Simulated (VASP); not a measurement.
A run of VASP 6.6.1 is set up as follows.

INCAR

```
SYSTEM = AlN
PREC = Accurate
ENCUT = 520
EDIFF = 1E-6
ISMEAR = 0
SIGMA = 0.5
LREAL = .FALSE.
LASPH = .TRUE.
NELM = 60
ALGO = Normal
ISIF = 2
LWAVE = .FALSE.
LCHARG = .FALSE.
GGA = PS
```

KPOINTS

```
Automatic mesh
0
G
  9 9 6
  0 0 0
```

File POSCAR:

```
AlN
1.0
    3.1129900000      0.0000000000      0.0000000000
   -1.5565000000      2.6959300000      0.0000000000
    0.0000000000      0.0000000000      4.9820300000
Al N
2 2
Direct
    0.6666700000      0.3333300000      0.4990000000
    0.3333300000      0.6666700000      0.9990000000
    0.6666700000      0.3333300000      0.8810000000
    0.3333300000      0.6666700000      0.3810000000
```

Potentials or basis: VASP PAW PBE potentials, release 64 (Al, N).

Run with:

```sh
$ cat potpaw_PBE.64/Al/POTCAR potpaw_PBE.64/N/POTCAR > POTCAR
$ mpirun -np 1 vasp_std > vasp.out
```

**Question.** Estimate the band gap on the k mesh.

**Answer.** 4.12 eV, direct.

**Question.** Predict the pressure.

**Answer.** 0.1 GPa.

Caveat: the PAW data sets were made with another functional, which shifts forces and pressure a little; an odd mesh through Γ misses points on the zone boundary, where band edges often lie.

The gap isn't set beside the measured one, since this odd mesh misses points on the zone boundary.
